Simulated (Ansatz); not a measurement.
# Sb (P6_3/mmc) in Ansatz: settings compared

The runs below take Sb through single point, with PBEsol, HSE06, PBE0.

All numbers are computed with Ansatz 0.2.0; they aren't measurements. Logs are shortened: lines on timing, memory, paths and dates and some standing lists are left out, and cuts for length are marked.

## 1. The structure

The structure is hexagonal, space group P6_3/mmc (No. 194). The conventional cell has a = 3.355 Å, b = 3.355 Å, c = 5.470 Å, α = 90.00°, β = 90.00°, γ = 120.00°. Around Sb (site symmetry -6m2) lie 12 Sb at 3.35 Å.

This isn't the form of Sb at room conditions, which is rhombohedral.

## 2. Single point, PBEsol

The input, input.yaml:

```yaml
crystal:
  lattice:
    - [3.3545324186, 0.0, 0.0]
    - [-1.6772662093, 2.9051102923, 0.0]
    - [0.0, 0.0, 5.47016065]
  atoms:
    - { symbol: Sb, position: [0.6666666667, 0.3333333333, 0.75] }
    - { symbol: Sb, position: [0.3333333333, 0.6666666667, 0.25] }
kpoints:
  mp_grid: { grid: [6, 6, 4] }
scf:
  occupations: { method: fermi_dirac, width: 0.05 }
hamiltonian:
  xc: pbesol
  pseudopotentials: { kind: all_electron, datasets: crystal }
output:
  forces: true
  stress: true
  eigenvalues: true
```

Potentials or basis: all-electron PAW datasets made for the crystal.

Started as:

```bash
$ ansatz run input.yaml --threads 2 --pin off --max-ram 8192MiB --backend cpu --events-out ev --progress --plain --runs-dir out
```

The log of the run:

```text
Warning: RAYON_NUM_THREADS=2 ignored (pool sized by the plan → 2); use --threads N
hamiltonian.pseudopotentials.datasets: crystal makes datasets for this crystal and solves the spheres of its atoms anew in each pass: cutoff 160.0 eV, the density's 640.0 eV; for an error of 0.50 meV an atom under PBE, 1.0 meV for the cell; an energy difference from a run of another recipe may be off by several times the error for the cell, under r2SCAN by more, where some 0.1 meV an atom stays at smaller errors; Sb in spheres of 1.376 Å, 5 of its electrons in bands, 10 on its site; only band paths and densities of states list, in semicore columns, the levels of the semicore shells that are solved separately: 4d of Sb
Engine: ansatz 0.2.0, aarch64-unknown-linux-gnu
Pseudopotentials: kind: all_electron
Pseudopotential: Sb, paw, valence charge 15, recommended cutoff 160 eV (normal), crystal/all_electron/pbesol/scalar/gaussian/Sb, Koelling and Harmon's equation, gaussian nucleus
Functional definition: PBEsol
  exchange = pbesol_x
  correlation = pbesol_c
Crystal: 2 atoms, lattice volume = 53.308 Å³
Basis set: ecut = 160 eV, 245 PW (Γ), exchange–correlation on 30×30×48 points (8 copies of the dense FFT grid, shifted against one another)
Bands: 9, of which v1, the nominal top of the filled ones, is band 5 counted from 1 (4 counted from 0)
Symmetry: 24 space group operations
Space group: P63/mmc (ITA 194), of the structure as read, at distance tolerance 3.8e-5 Å
k-points: 21 of 144
Non-local potential: Sb, projectors of the file, l = 0: 1, l = 1: 1
PAW form: soft (Blöchl's): semilocal exchange-correlation on the pseudo side does not see the compensation charge
PAW one-centre angular grid: Sb, 110 points (default); XC on its mesh's 1863 points in the sphere
Initial density: superposition of atomic densities (neutral atoms: chi_scale 0, normalization atom)
Initial wavefunctions: pseudopotential atomic-orbital guess
Functional: x = pbesol(κ = 0.804, μ = 0.12345679012345678), c = pbesol(β = 0.046)
iter 1 solved again at ethr=7.09e-4 eV; its pass at ethr=1.00e-1 eV (dr2=7.09e-2 eV) is discarded
SCF iter   1: F=—  HF=-352583.304730 eV  |F-HF|=—  |Δ(HF+E_count)|=         —  Δρ=8.92e-3  dr2=5.04e-2  ethr=7.09e-4  ⟨swp⟩=4.9  Hψ=1414  notcnv=0
preconditioner: auto → none  [insulator: Δε(μ)=0.415 eV  Ē_g=8.580 eV  σ=0.050 eV  W_gap=0.92  n_scr=2 (ndim 8)  ℏωp=16.1 eV  f_vac=0.000  D(μ)=0.27/eV (n_scr^D=0)  ε∞_Penn≈4.5]
SCF iter   2: F=—  HF=-352583.284590 eV  |F-HF|=—  |Δ(HF+E_count)|=   2.01e-2  Δρ=3.67e-3  dr2=7.40e-3  ethr=5.04e-4  ⟨swp⟩=3.3  Hψ=451  notcnv=0  defer=1
iter 3 solved again at ethr=3.82e-7 eV; its pass at ethr=7.40e-5 eV (dr2=3.82e-5 eV) is discarded
SCF iter   3: F=—  HF=-352583.279893 eV  |F-HF|=—  |Δ(HF+E_count)|=   4.70e-3  Δρ=2.88e-4  dr2=3.30e-5  ethr=3.82e-7  ⟨swp⟩=3.1  Hψ=903  notcnv=0
eigensolver tolerance schedule: the retry pair's looser diagonalisation over-reported the residual by 0.16 of it (diagonalisation noise at 0.16 of the residual, at the tolerance the schedule requests for it); recorded, not acted on — ethr = c·dr2/N_el stays at c = 1.0e-1
SCF iter   4: F=—  HF=-352583.279672 eV  |F-HF|=—  |Δ(HF+E_count)|=   2.21e-4  Δρ=1.22e-4  dr2=7.36e-6  ethr=3.30e-7  ⟨swp⟩=2.0  Hψ=298  notcnv=0
SCF iter   5: F=—  HF=-352583.279638 eV  |F-HF|=—  |Δ(HF+E_count)|=   3.31e-5  Δρ=1.48e-5  dr2=1.66e-7  ethr=7.36e-8  ⟨swp⟩=3.0  Hψ=365  notcnv=0
SCF iter   6: F=-352583.279638 eV  HF=-352583.279638 eV  |F-HF|=5.24e-9  |Δ(HF+E_count)|=   2.29e-7  Δρ=2.01e-6  dr2=2.93e-9  ethr=1.66e-9  ⟨swp⟩=2.0  Hψ=297  notcnv=0
7 of the run's printed levels, from 20.53 eV on, may lie off, as they stand: their residual norms reach 0.038 eV (residual_norms_ev in the JSON report holds each one's)
SCF 1 converged in 6 iterations: F = -352583.279641 eV  dr2 = 2.93e-9
  Residual-converged pass: ⟨swp⟩=3.3  Hψ=400  notcnv=0  max |occ|·‖R‖ = 5.2e-6 eV (tolerance 5.3e-6 eV)  dr2=2.50e-9  dr2_onsite=9.40e-9  max |Δocc| = 1.4e-10
SCF converged after 6 iterations
Free energy (F): -352583.279641 eV
Harris-Foulkes:  -352583.279641 eV  (|F-HF|=5.24e-9)
Internal energy: -352583.276761 eV  (E = F + TS)
E sigma→0 (E₀):  -352583.278201 eV
Entropy (-TS):   -0.002879 eV (-1.440 meV/atom)
Past the cutoff: the bands carry plane waves up to 1.75 times it, of which those up to 1.5 times it add -0.000061 eV an atom, each by itself; the spheres take 0.000099 eV an atom off the energy for waves past 1.75 times it
By the cutoff:   a pressure is off by up to 0.005 GPa (1.2 times the spheres' own share and the shells' term, over an atom's volume, and 0.004 GPa: a bound that held against runs at twice the plane waves)
Past the cutoffs: a stress includes 0.0039 GPa for waves and charges beyond them, in addition to the slope of what the spheres take
In the spheres:  the bands' charges fall short by 1.3e-7 e at most (sound up to 1e-3), those of shells solved beside the bands by 6.8e-7 e (sound up to 5e-4)
Fermi energy:    14.795828 eV
--- Per-component energies (eV) ---
  E_band       = 93.041857
  E_kinetic    = 106.790779
  E_local      = -2014.679632  (includes V_loc(G=0)·N_el)
  E_nonlocal   = 15.521427
  E_hartree    = 985.074182
  E_xc         = -169.171622
  E_vxc        = -175.814170  (∫ρ·V_xc dr)
  E_paw        = -356602.198230  (= ΣΔE_a)
  E_vpaw       = -8036.882974  (= ΣTr[D̂ρ^β])
  E_ewald      = -3132.574569
  E_smearing   = -0.002879  (= −TS)
  E_closure    = 8227.960903  (closes the sum)
  Σ components = -352583.279641   (vs F -352583.279641, Δ=0.00e0)
  The terms above E_closure are by the made datasets' own strengths, without shells solved beside the bands.
--- Forces (eV/Å), atoms counted from 1 ---
  atom   1  Sb    -0.00000000     0.00000000     0.00000000
  atom   2  Sb     0.00000000    -0.00000000     0.00000000
  max |Σ_I F_I| component: 4.63e-18 eV/Å
--- Stress (GPa, compression-positive) ---
       -3.248070      -0.000000       0.000000
       -0.000000      -3.248070       0.000000
        0.000000       0.000000       2.325978
  P = ⅓ Tr σ = -1.3901 GPa (-13.901 kbar)
  It holds what live shells' own plane waves past their cutoff add
--- Band table (eV; the first three rows and the last of 21) ---
  k-point 0: bands = ["1.6581", "5.4879", "8.8044", "18.2747", "18.2747", "19.9177", "19.9177", "20.1751", "22.5450"]
  k-point 1: bands = ["1.9710", "4.3436", "10.5806", "17.6480", "18.5032", "18.5032", "19.6858", "19.6858", "22.7788"]
  k-point 2: bands = ["2.8971", "2.8971", "13.8790", "13.8790", "19.0861", "19.0861", "19.0861", "19.0861", "23.4853"]
  k-point 20: bands = ["6.8107", "6.8107", "10.3635", "10.3635", "11.3977", "11.3977", "17.7257", "17.7257", "22.3256"]
  guard bands above this table: 0 of the run's 9 bands, where the rule asks 2: the bands that hold charge and the lowest empty level above them stay in the table. A level can be missing at the table's top as with no guard band: raise scf.n_extra_bands
```

Wall time 2 s (2 threads of Arm Neoverse V2, shared host); peak memory 0.35 GiB.

What came out:

```
Free energy            : -352583.2796 eV
Pressure               : -1.4 GPa
Band gap on the k mesh : none (metal or under the smearing width)
```

Stress tensor (GPa, compression positive):
```
-3.25  0.00  0.00
 0.00 -3.25  0.00
 0.00  0.00  2.33
```

Levels at points of the mesh, in eV from the Fermi level:
```tsv
k point	band 1	band 2	band 3	band 4	band 5	band 6	band 7	band 8	band 9
(0.00, 0.00, 0.00)	-13.14	-9.31	-5.99	3.48	3.48	5.12	5.12	5.38	7.75
(0.00, 0.00, -0.50)	-11.90	-11.90	-0.92	-0.92	4.29	4.29	4.29	4.29	8.69
(0.00, -0.50, 0.00)	-9.53	-8.22	-4.49	-3.22	-2.40	-0.27	0.24	3.55	4.36
(0.00, -0.50, -0.50)	-8.64	-8.64	-5.50	-5.50	1.49	1.49	1.70	1.70	5.73
```

Caveat: the k mesh is coarse (spacing up to 0.36 Å⁻¹), so the values aren't converged; the k mesh is thin for a metal, which can move the energy by tens of meV per atom; the program warned that the printed levels may be off, so bands, gaps and densities of states are rough.

## 3. Single point, HSE06

input.yaml, as its differences from that of step 2:

```diff
@@ -13,3 +13,3 @@
 hamiltonian:
-  xc: pbesol
+  xc: hse06
   pseudopotentials: { kind: all_electron, datasets: crystal }
@@ -18,2 +18 @@
   stress: true
-  eigenvalues: true
```

Potentials or basis: all-electron PAW datasets made for the crystal.

Started as:

```bash
$ ansatz run input.yaml --threads 2 --pin off --max-ram 8192MiB --backend cpu --events-out ev --progress --plain --runs-dir out
```

Wall time 76 s (2 threads of Arm Neoverse V2, shared host); peak memory 0.76 GiB.

The run converged. Its results:

| Property | Result |
| --- | --- |
| Free energy | -352735.2590 eV |
| Pressure | -0.4 GPa |
| Band gap on the k mesh | none (metal or under the smearing width) |

Stress tensor (GPa, compression positive):
```
-2.51  0.00  0.00
 0.00 -2.51  0.00
 0.00  0.00  3.76
```

Levels at points of the mesh, in eV from the Fermi level:
| k point | band 13 | band 14 | band 15 | band 16 | band 17 | band 18 |
| --- | --- | --- | --- | --- | --- | --- |
| (0.00, 0.00, 0.00) | -6.89 | 3.95 | 3.95 | 5.74 | 5.74 | 6.01 |
| (0.00, 0.00, -0.50) | -1.08 | -1.08 | 4.85 | 4.85 | 4.85 | 4.85 |
| (0.00, -0.50, 0.00) | -5.06 | -3.69 | -2.81 | -0.33 | 0.30 | 4.02 |
| (0.00, -0.50, -0.50) | -6.31 | -6.31 | 1.70 | 1.70 | 1.90 | 1.90 |

Caveat: the k mesh is coarse (spacing up to 0.36 Å⁻¹), so the values aren't converged, least of all with exact exchange; the k mesh is thin for a metal, which can move the energy by tens of meV per atom; the program warned that the printed levels may be off, so bands, gaps and densities of states are rough.

## 4. Single point, PBE0

input.yaml, as its differences from that of step 3:

```diff
@@ -13,3 +13,3 @@
 hamiltonian:
-  xc: hse06
+  xc: pbe0
   pseudopotentials: { kind: all_electron, datasets: crystal }
```

Started as:

```bash
$ ansatz run input.yaml --threads 2 --pin off --max-ram 8192MiB --backend cpu --events-out ev --progress --plain --runs-dir out
```

Wall time 73 s (2 threads of Arm Neoverse V2, shared host); peak memory 0.76 GiB.

It converged, with:

- Free energy: -352733.5829 eV
- Pressure: -0.5 GPa
- Band gap on the k mesh: none (metal or under the smearing width)

Stress tensor (GPa, compression positive):
```
-2.70  0.00  0.00
 0.00 -2.70  0.00
 0.00  0.00  3.79
```

Levels at points of the mesh, in eV from the Fermi level:
| k point | band 12 | band 13 | band 14 | band 15 | band 16 | band 17 | band 18 | band 19 |
| --- | --- | --- | --- | --- | --- | --- | --- | --- |
| (0.00, 0.00, 0.00) | -11.02 | -7.52 | 4.17 | 4.17 | 5.96 | 5.96 | 6.23 | 8.51 |
| (0.00, 0.00, -0.50) | -13.99 | -1.57 | -1.57 | 5.06 | 5.06 | 5.06 | 5.06 | 9.51 |
| (0.00, -0.50, 0.00) | -9.81 | -5.67 | -4.27 | -3.35 | -0.66 | 0.37 | 4.24 | 4.76 |
| (0.00, -0.50, -0.50) | -10.24 | -6.93 | -6.93 | 1.80 | 1.80 | 2.00 | 2.00 | 6.32 |

Caveat: the k mesh is coarse (spacing up to 0.36 Å⁻¹), so the values aren't converged, least of all with exact exchange; the k mesh is thin for a metal, which can move the energy by tens of meV per atom; the program warned that the printed levels may be off, so bands, gaps and densities of states are rough. Spin-orbit coupling is left out, which matters for the levels of Sb.

## 5. Summary

| level | cutoff (eV) | gap on the mesh (eV) | pressure (GPa) |
| --- | --- | --- | --- |
| PBEsol | 160 | none | -1.4 |
| HSE06 | 270 | none | -0.4 |
| PBE0 | 270 | none | -0.5 |

Alike in all rows: task single point; potentials or basis all-electron PAW datasets made for the crystal; no spin polarisation; cell as given; k mesh 6 × 6 × 4; smearing fermi-dirac 0.05 eV; the mesh is coarse, so values aren't converged.

Caveats: all runs use coarse meshes; the k mesh is thin for a metal, which can move the energy by tens of meV per atom; the program warned that the printed levels may be off, so bands, gaps and densities of states are rough.

Compare energies only between runs with the same functional and basis.
